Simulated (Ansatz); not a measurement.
PbO2:

```
Pb O
1.0
     0.00000    2.70199    2.70199
     2.70199    0.00000    2.70199
     2.70199    2.70199    0.00000
Pb O
1 2
Direct
  0.00000 0.00000 0.00000
  0.75000 0.75000 0.75000
  0.25000 0.25000 0.25000
```

The cell comes from a database or a generator and needn't be the stable form of this composition.

* Program: Ansatz 0.2.0
* Task: relaxation of cell and atoms
* Functional: PBEsol
* Potentials or basis: Ansatz PAW
* Cutoff: 420 eV (not typed: the program's choice for these potentials)
* k mesh: 9 × 9 × 9
* Occupations: fermi-dirac, width 0.05 eV
* Spin: no spin polarisation

At the start: volume 13.15 Å³/atom.

Task: Where does the relaxation end?

Result: It ends after 7 steps and the volume is 12.63 Å³/atom (-4.0 %); space group Fm-3m (No. 225, to 0.05 Å).

The path:
| step | energy change (eV) | largest force (eV/Å) | volume (Å³) |
| --- | --- | --- | --- |
| 1 | 0.0000 | 0.0000 | 39.45 |
| 2 | -0.0336 | 0.0000 | 37.51 |
| 3 | -0.0341 | 0.0000 | 37.97 |
| 4 | -0.0342 | 0.0000 | 37.94 |
| 5 | -0.0288 | 0.0000 | 37.94 |
| 6 | -0.0291 | 0.0000 | 37.88 |
| 7 | -0.0290 | 0.0000 | 37.88 |

Final structure:
```
Pb O
1.0
     0.00000    2.66558    2.66558
     2.66558    0.00000    2.66558
     2.66558    2.66558    0.00000
Pb O
1 2
Direct
  0.00000 0.00000 0.00000
  0.75000 0.75000 0.75000
  0.25000 0.25000 0.25000
```

Caveat: the plane-wave basis is chosen anew once the cell has moved, so the energies of steps on either side of that aren't comparable; the pressure holds a Pulay correction of +0.7 GPa for the finite cutoff; the PAW data sets come from PBE, with cores solved anew for the run's functional, which leaves a small shift of forces and pressure.
